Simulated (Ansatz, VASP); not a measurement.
## Cross-check of HfC (HfC strained to the junction's net) between VASP and Ansatz

Aim: how closely do two programs agree when they are given the same cell, functional and k mesh? The cell is generated by rule, not measured, and may not be a known phase. The structure shown is the end of the Ansatz relaxation below.

Calculated with Ansatz 0.2.0; plane waves, with VASP 6.6.1 beside it; single point at PBE.

The structure was built from a prototype and need not be the compound's stable phase.

## Step 1: Starting point

Symmetry: I4/mmm, No. 139, tetragonal system. The conventional cell has a = 3.217 Å, b = 3.217 Å, c = 4.693 Å, α = 90.00°, β = 90.00°, γ = 90.00°. Nearest to C lie 6 Hf at 2.27 to 2.35 Å. Nearest to Hf lie 6 C at 2.27 to 2.35 Å. Farther neighbours are not listed.

## Step 2: Ansatz: relaxation, PBE

Ansatz runs on its default PAW (the set named soft_2) files.

This run makes the geometry at which the two programs are then compared.

The input, input.yaml:

```yaml
crystal:
  lattice:
    - [3.217, 0.0, 0.0]
    - [0.0, 3.217, 0.0]
    - [0.0, 0.0, 4.7203324789]
  atoms:
    - { symbol: C, position: [0.0, 0.0, 0.0] }
    - { symbol: Hf, position: [0.5, 0.5, 0.0] }
    - { symbol: C, position: [0.5, 0.5, 0.5] }
    - { symbol: Hf, position: [0.0, 0.0, 0.5] }
kpoints:
  mp_grid: { grid: [10, 10, 7] }
scf:
  occupations: { method: fermi_dirac, width: 0.1 }
  max_iter: 150
hamiltonian:
  xc: pbe
relax:
  f_tol: 0.01
  max_steps: 40
  cell: { fix: [a, b, angles] }
```

Command:

```console
> ansatz run input.yaml --threads 4 --pin off --max-ram 12288MiB --backend cpu --events-out ev --progress --plain --runs-dir out
```

Numbers of over 12 decimals in the logs are rounded to 6 here.

What it wrote:

```text
Engine: ansatz 0.2.0, aarch64-unknown-linux-gnu
Pseudopotentials: kind: paw
Pseudopotential: C, paw, valence charge 4, recommended cutoff 420 eV (normal), C.paw.azcp
Pseudopotential: Hf, paw, valence charge 26, recommended cutoff 420 eV (normal), Hf.paw.azcp
Functional definition: PBE
  parameter kappa = 0.804
  parameter beta = 0.066725
  exchange = pbe_x(kappa = kappa, mu = beta*pi^2/3)
  correlation = pbe_c(beta = beta)
Crystal: 4 atoms, lattice volume = 48.851 Å³
Basis set: ecut = 420 eV, 951 PW (Γ), exchange–correlation on 48×48×64 points (8 copies of the dense FFT grid, shifted against one another)
Bands: 36, of which v1, the nominal top of the filled ones, is band 30 counted from 1 (29 counted from 0)
Symmetry: 32 space group operations
Space group: I4/mmm (ITA 139), of the structure as read, at distance tolerance 3.7e-5 Å
k-points: 84 of 700
Non-local potential: C, projectors of the file, l = 0: 2, l = 1: 2, l = 2: 1
Non-local potential: Hf, projectors of the file, l = 0: 3, l = 1: 2, l = 2: 2, l = 3: 3
PAW form: soft (Blöchl's): semilocal exchange-correlation on the pseudo side does not see the compensation charge
PAW one-centre angular grid: C, 110 points (default); XC on 64 Gauss nodes
PAW one-centre angular grid: Hf, 590 points (default); XC on 64 Gauss nodes
Initial density: superposition of atomic densities (neutral atoms: chi_scale 0, normalization atom), corrected by the library's trained network
Initial wavefunctions: pseudopotential atomic-orbital guess
Functional: x = pbe(κ = 0.804, μ = 0.219515), c = pbe(β = 0.066725)
SCF iter   1: F=—  HF=-31948.198684 eV  |F-HF|=—  |Δ(HF+E_count)|=         —  Δρ=1.41e-3  dr2=8.32e-4  ethr=1.77e-3  ⟨swp⟩=4.2  Hψ=9369  notcnv=0
preconditioner: auto → Kerker (q_TF=auto, 2.823 Å⁻¹)  [metal: Δε(μ)=0.053 eV  Ē_g=17.425 eV  σ=0.100 eV  W_gap=0.13  n_scr=20 (ndim 8)  ℏωp=39.8 eV  f_vac=0.000  D(μ)=0.58/eV (n_scr^D=2)]
SCF iter   2: F=—  HF=-31948.198498 eV  |F-HF|=—  |Δ(HF+E_count)|=   1.86e-4  Δρ=6.93e-4  dr2=1.19e-4  ethr=1.39e-6  ⟨swp⟩=2.3  Hψ=6276  notcnv=0  defer=1
SCF iter   3: F=—  HF=-31948.198533 eV  |F-HF|=—  |Δ(HF+E_count)|=   3.52e-5  Δρ=2.98e-4  dr2=1.84e-5  ethr=1.99e-7  ⟨swp⟩=2.0  Hψ=5117  notcnv=0  defer=1
SCF iter   4: F=—  HF=-31948.198498 eV  |F-HF|=—  |Δ(HF+E_count)|=   3.44e-5  Δρ=1.49e-4  dr2=5.70e-6  ethr=3.06e-8  ⟨swp⟩=2.6  Hψ=6019  notcnv=0  defer=1
SCF iter   5: F=—  HF=-31948.198499 eV  |F-HF|=—  |Δ(HF+E_count)|=   9.88e-7  Δρ=3.21e-5  dr2=3.24e-7  ethr=9.50e-9  ⟨swp⟩=2.6  Hψ=5538  notcnv=0  defer=1
SCF iter   6: F=-31948.198499 eV  HF=-31948.198499 eV  |F-HF|=3.82e-8  |Δ(HF+E_count)|=   5.40e-8  Δρ=5.82e-6  dr2=1.35e-8  ethr=1.67e-10  ⟨swp⟩=5.8  Hψ=13838  notcnv=0
SCF 1 converged in 6 iterations: F = -31948.198499 eV  dr2 = 1.35e-8
  greatest PAW one-centre occupation: 0.998 electrons in one spin orbital (limit 2), on the Hf atom at site 3 (counted from 0), in its partial waves of l = 0
relax step   1: F+E_penalty+E_count = -31948.19849931 eV  Δ(F+E_penalty+E_count) = +0.000e0 eV  max|allowed force component| = 1.980e-29 eV/Å  Δτ_max = 0.0000 Å  P = +7.983 GPa  Ω = 48.851 Å³  fix = [a, b, alpha, beta, gamma]  reactions: a +13.346, b +13.346 GPa  (6 SCF iters, dr2 threshold 1.00e-7 eV, accepted)
[...]
relax step   2: F+E_penalty+E_count = -31948.20125914 eV  Δ(F+E_penalty+E_count) = -2.760e-3 eV  max|allowed force component| = 1.704e-28 eV/Å  Δτ_max = 0.0000 Å  P = +9.808 GPa  Ω = 48.476 Å³  energy of the carried Pulay correction = +5.609e-4 eV  fix = [a, b, alpha, beta, gamma]  reactions: a +14.253, b +14.253 GPa  (6 SCF iters, dr2 threshold 4.00e-7 eV, accepted)
[...]
relax step   3: F+E_penalty+E_count = -31948.20137870 eV  Δ(F+E_penalty+E_count) = -1.196e-4 eV  max|allowed force component| = 7.741e-29 eV/Å  Δτ_max = 0.0000 Å  P = +9.339 GPa  Ω = 48.570 Å³  energy of the carried Pulay correction = +4.196e-4 eV  fix = [a, b, alpha, beta, gamma]  reactions: a +14.023, b +14.023 GPa  (5 SCF iters, dr2 threshold 4.00e-7 eV, accepted)
[...]
relax step   4: F+E_penalty+E_count = -31948.20097677 eV  Δ(F+E_penalty+E_count) = +4.019e-4 eV  max|allowed force component| = 1.612e-29 eV/Å  Δτ_max = 0.0000 Å  P = +9.330 GPa  Ω = 48.570 Å³  fix = [a, b, alpha, beta, gamma]  reactions: a +14.016, b +14.016 GPa  stress off target by 4.24e-2 GPa on what of the cell is left free  SCF on the basis re-selected at this cell (its energy is not comparable with the rows above)  (6 SCF iters)
basis re-selected at this cell: Δ(F+E_penalty+E_count) = +4.019e-4 eV, ΔP = -0.009 GPa vs the last step (what re-selecting the basis moved, of the pressure what is left beyond the Pulay correction that the steps carried, after the strain that the cell walked since its last selection, with what the two solves' SCF thresholds leave and, on support functions, any second-order correction that the steps lacked; it is no m [...]
SCF converged after 6 iterations
Free energy (F): -31948.200977 eV
Harris-Foulkes:  -31948.200977 eV  (|F-HF|=1.09e-11)
Internal energy: -31948.181925 eV  (E = F + TS)
E sigma→0 (E₀):  -31948.191451 eV
Entropy (-TS):   -0.019052 eV (-4.763 meV/atom)
Fermi energy:    20.923128 eV
--- Per-component energies (eV) ---
  E_band       = 274.362586
  E_kinetic    = 1028.559337
  E_local      = -9789.800032  (includes V_loc(G=0)·N_el)
  E_nonlocal   = -2432.988117
  E_hartree    = 4647.703713
  E_xc         = -699.773722
  E_vxc        = -656.455862  (∫ρ·V_xc dr)
  E_paw        = -14054.759264  (= ΣΔE_a)
  E_vpaw       = 2829.639828  (= ΣTr[D̂ρ^β])
  E_aug_tail   = 0.000011  (compensation charges beyond the density's cutoff)
  E_ewald      = -10647.123850
  E_smearing   = -0.019052  (= −TS)
  E_closure    = -0.000000  (closes the sum)
  Σ components = -31948.200977   (vs F -31948.200977, Δ=0.00e0)
--- Forces (eV/Å), atoms counted from 1 ---
  atom   1  C     -0.00000000    -0.00000000    -0.00000000
  atom   2  Hf     0.00000000    -0.00000000    -0.00000000
  atom   3  C      0.00000000     0.00000000    -0.00000000
  atom   4  Hf     0.00000000    -0.00000000    -0.00000000
  max |Σ_I F_I| component: 6.49e-29 eV/Å
--- Stress (GPa, compression-positive) ---
       14.016103      -0.000000      -0.000000
       -0.000000      14.016103      -0.000000
       -0.000000      -0.000000      -0.042376
  P = ⅓ Tr σ = 9.3299 GPa (93.299 kbar)
--- Relaxed structure (3 steps of the walk, 3 accepted, 1 SCFs on fresh bases) ---
  F+E_penalty+E_count = -31948.20097677 eV   max|allowed force component| = 1.612e-29 eV/Å   (the final SCF, on the basis selected at the relaxed cell)
  cell:  # Å, volume = 48.5700 Å³
    - [3.217, 0, 0.0]
    - [0, 3.217, 0.0]
    - [0.0, 0.0, 4.693162]
  atoms:
    - { symbol: C, position: [0, 0, 0.0] }
    - { symbol: Hf, position: [0.500000, 0.500000, 0.0] }
    - { symbol: C, position: [0.500000, 0.500000, 0.5] }
    - { symbol: Hf, position: [0, 0, 0.5] }
```

## Step 3: VASP: single point, PBE

The same cell, functional, mesh and smearing now go to VASP, with its own data sets.

Lines of VASP's logs that name or quote its potential files are left out, and so is its time.

The input, INCAR:

```
SYSTEM = HfC
PREC = Accurate
ENCUT = 600
EDIFF = 1E-06
NELM = 120
ISMEAR = -1
SIGMA = 0.1
LREAL = .FALSE.
ALGO = Normal
GGA = PE
NBANDS = 20
LASPH = .TRUE.
LORBIT = 11
LWAVE = .FALSE.
LCHARG = .FALSE.
ISIF = 2
GGA_COMPAT = .FALSE.
```

The input, POSCAR:

```
HfC
1.0
    3.2170000000      0.0000000000      0.0000000000
    0.0000000000      3.2170000000      0.0000000000
    0.0000000000      0.0000000000      4.6931619752
C Hf
2 2
Direct
    0.0000000000      0.0000000000      0.0000000000
    0.5000000000      0.5000000000      0.5000000000
    0.5000000000      0.5000000000      0.0000000000
    0.0000000000      0.0000000000      0.5000000000
```

The input, KPOINTS:

```
Automatic mesh
0
Gamma
10 10 7
0 0 0
```

PAW data sets: C and Hf_pv (PBE family, release 64).

Command:

```console
> mpirun -np 1 vasp_std
```

What it wrote:

```text
[banner, memory and clock lines left out]
running    1 mpi-ranks, on    1 nodes
 distrk:  each k-point on    1 cores,    1 groups
 distr:  one band on    1 cores,    1 groups

 POSCAR found type information on POSCAR C Hf
 POSCAR found :  2 types and       4 ions
 LDA part: xc-table for (Slater+PW92), standard interpolation
 POSCAR, INCAR and KPOINTS ok, starting setup
 FFT: planning ... GRIDC
 FFT: planning ... GRID_SOFT
 FFT: planning ... GRID
 WAVECAR not read
 entering main loop
       N       E                     dE             d eps       ncg     rms          rms(c)
DAV:   1     0.944182416319E+02    0.94418E+02   -0.17195E+04  3376   0.155E+03
DAV:   2    -0.431023062348E+02   -0.13752E+03   -0.13267E+03  4388   0.321E+02
DAV:   3    -0.482558987846E+02   -0.51536E+01   -0.50924E+01  4264   0.451E+01
DAV:   4    -0.483090937072E+02   -0.53195E-01   -0.53114E-01  4320   0.485E+00
DAV:   5    -0.483096372787E+02   -0.54357E-03   -0.54349E-03  4128   0.425E-01    0.860E+01
DAV:   6    -0.421253896108E+02    0.61842E+01   -0.42004E+01  3736   0.256E+01    0.596E+01
DAV:   7    -0.420477067109E+02    0.77683E-01   -0.19943E+00  3892   0.803E+00    0.248E+01
DAV:   8    -0.420245377916E+02    0.23169E-01   -0.11574E-01  4128   0.208E+00    0.431E+00
DAV:   9    -0.420174056899E+02    0.71321E-02   -0.46327E-02  3924   0.105E+00    0.324E+00
DAV:  10    -0.420164999095E+02    0.90578E-03   -0.50232E-03  4076   0.429E-01    0.251E-01
DAV:  11    -0.420164799272E+02    0.19982E-04   -0.26436E-04  3996   0.107E-01    0.854E-02
DAV:  12    -0.420164728130E+02    0.71142E-05   -0.15035E-05  4144   0.280E-02    0.225E-02
DAV:  13    -0.420164730569E+02   -0.24387E-06   -0.88614E-07  2324   0.631E-03
   1 F= -.42016473E+02 E0= -.42007017E+02  d E =-.189117E-01
```

Parts of OUTCAR (step 3):

```text
ion  position               nearest neighbor table
   1  0.000  0.000  0.000-   3 2.27   3 2.27   3 2.27   3 2.27   4 2.35   4 2.35
   2  0.500  0.500  0.500-   4 2.27   4 2.27   4 2.27   4 2.27   3 2.35   3 2.35
   3  0.500  0.500  0.000-   1 2.27   1 2.27   1 2.27   1 2.27   2 2.35   2 2.35   4 3.27   4 3.27
                             4 3.27   4 3.27   4 3.27   4 3.27   4 3.27   4 3.27
   4  0.000  0.000  0.500-   2 2.27   2 2.27   2 2.27   2 2.27   1 2.35   1 2.35   3 3.27   3 3.27
                             3 3.27   3 3.27   3 3.27   3 3.27   3 3.27   3 3.27

  LATTYP: Found a simple tetragonal cell.
 ALAT       =     3.2170000000
 C/A-ratio  =     1.4588629081

 Subroutine GETGRP returns: Found 16 space group operations
 (whereof 16 operations were pure point group operations)

The static configuration has the point symmetry D_4h.

 Found     84 irreducible k-points:

   k-points           NKPTS =     84   k-points in BZ     NKDIM =     84   number of bands    NBANDS=     20

   dimension x,y,z NGX =    28 NGY =   28 NGZ =   40
   dimension x,y,z NGXF=    56 NGYF=   56 NGZF=   80

   ENCUT  =  600.0 eV  44.10 Ry    6.64 a.u.   6.43  6.43  9.37*2*pi/ulx,y,z

   NELECT =      28.0000    total number of electrons

 k-points in reciprocal lattice and weights: Automatic mesh
   0.00000000  0.00000000  0.00000000       0.001
   0.10000000  0.00000000  0.00000000       0.006
   0.20000000  0.00000000  0.00000000       0.006
   0.30000000  0.00000000  0.00000000       0.006
   0.40000000  0.00000000  0.00000000       0.006
   0.50000000  0.00000000  0.00000000       0.003
   0.10000000  0.10000000  0.00000000       0.006
   0.20000000  0.10000000  0.00000000       0.011
   0.30000000  0.10000000  0.00000000       0.011
[...]
0.50000000  0.40000000  0.42857143       0.011
   0.50000000  0.50000000  0.42857143       0.003

 average (electrostatic) potential at core
       1 -47.3351       2 -47.3351       3 -35.0638       4 -35.0638

 E-fermi :   6.2387

 k-point     1 :       0.0000    0.0000    0.0000
  band No.  band energies     occupation
    ...
      8      -4.3912      2.00000
      9       3.4404      2.00000
     10       4.3768      2.00000
     11       6.2874      0.76086
     12       6.2874      0.76086
     13       7.1242      0.00029
     14       7.2960      0.00005
     15       7.2960      0.00005
     16       7.3976      0.00002
     17       7.7444      0.00000
    ...

 k-point     2 :       0.1000    0.0000    0.0000
  band No.  band energies     occupation
    ...
      8      -4.2505      2.00000
      9       3.4023      2.00000
     10       4.0614      2.00000
     11       5.8450      1.96173
     12       6.1561      1.39090
     13       6.4012      0.32883
     14       6.4640      0.19002
     15       6.5134      0.12050
     16       7.8527      0.00000
     17       8.1632      0.00000
    ...

 k-point     3 :       0.2000    0.0000    0.0000
  band No.  band energies     occupation
    ...
     10       3.3145      2.00000
     11       4.7125      2.00000
     12       4.9704      1.99999
     13       5.2505      1.99990
     14       5.4328      1.99937
     15       7.3222      0.00004
     16       8.1733      0.00000
     17       9.0741      0.00000
     18       9.0744      0.00000
     19      10.4077      0.00000
    ...

  Total        4.0890199      4.0890199     -0.2302308      0.0000000     -0.0000000     -0.0000000
  in kB      134.8845302    134.8845302     -7.5946243      0.0000000     -0.0000000     -0.0000000
  external PRESSURE =      87.3914787 kB  Pullay stress =       0.0000000 kB

  energy-cutoff  :      600.00
  volume of cell :       48.57
      direct lattice vectors                 reciprocal lattice vectors
     3.217000000  0.000000000  0.000000000     0.310848617  0.000000000  0.000000000
     0.000000000  3.217000000  0.000000000     0.000000000  0.310848617  0.000000000
     0.000000000  0.000000000  4.693161975     0.000000000  0.000000000  0.213075961

 POSITION                                       TOTAL-FORCE (eV/Angst)
 -----------------------------------------------------------------------------------
      0.00000      0.00000      0.00000         0.000000      0.000000      0.000000
      1.60850      1.60850      2.34658         0.000000      0.000000      0.000000
      1.60850      1.60850      0.00000        -0.000000     -0.000000     -0.000000
      0.00000      0.00000      2.34658         0.000000      0.000000     -0.000000
 -----------------------------------------------------------------------------------
    total drift:                                0.000000      0.000000     -0.000000

  FREE ENERGIE OF THE ION-ELECTRON SYSTEM (eV)
  ---------------------------------------------------
  free  energy   TOTEN  =       -42.0164730569 eV

  energy  without entropy=      -41.9975613857  energy(sigma->0) =      -42.00701722

 total charge
# of ion       s       p       d       tot
------------------------------------------
    1        0.877   1.536   0.000   2.413
    2        0.877   1.536   0.000   2.413
    3        0.321   6.662   1.723   8.706
    4        0.321   6.662   1.723   8.706
--------------------------------------------------
tot          2.396  16.396   3.446  22.238

[... 3 further parts left out ...]
```

Harder data sets than Hf_pv exist (the GW ones), and pressures, volumes and forces can shift noticeably with them.

## Step 4: Differences

Known differences besides the potentials themselves: the data sets hold 60 valence electrons in Ansatz (on its default PAW (the set named soft_2) files) and 28 in VASP; the cutoff is 420 eV in Ansatz and 600 eV in VASP; Ansatz's pressure holds a Pulay correction, VASP's none. Total energies have different zeros and are not compared.

Both answers:

| quantity | Ansatz | VASP | difference |
| --- | --- | --- | --- |
| pressure (GPa) | 9.33 | 8.74 | +0.59 |

## Step 5: Outcome

| Item | Value |
| --- | --- |
| difference in pressure (single point, PBE) | 0.59 GPa |

What this shows: The difference in pressure is 0.59 GPa (single point, PBE), within the 1 GPa picked in this series as the mark of a large difference. The data sets hold unlike numbers of valence electrons (60 in Ansatz and 28 in VASP), so part of the differences comes from the potentials. Such differences can come from data sets, numerical settings and the points named under the comparisons, not from the functional's error against experiment.

[Lines on the potential files, build, host, timing and source positions are cut from VASP's logs without a mark.]

[Logs are printed without paths, hosts, clocks, repeated set-up lines and the standing remarks that a program may print on its own settings, such as how far it seeks lower states.]

[Hosts, paths, dates, database ids (printed as entryN), source tags and the programs' standing remarks are cut or masked in the printed files.]
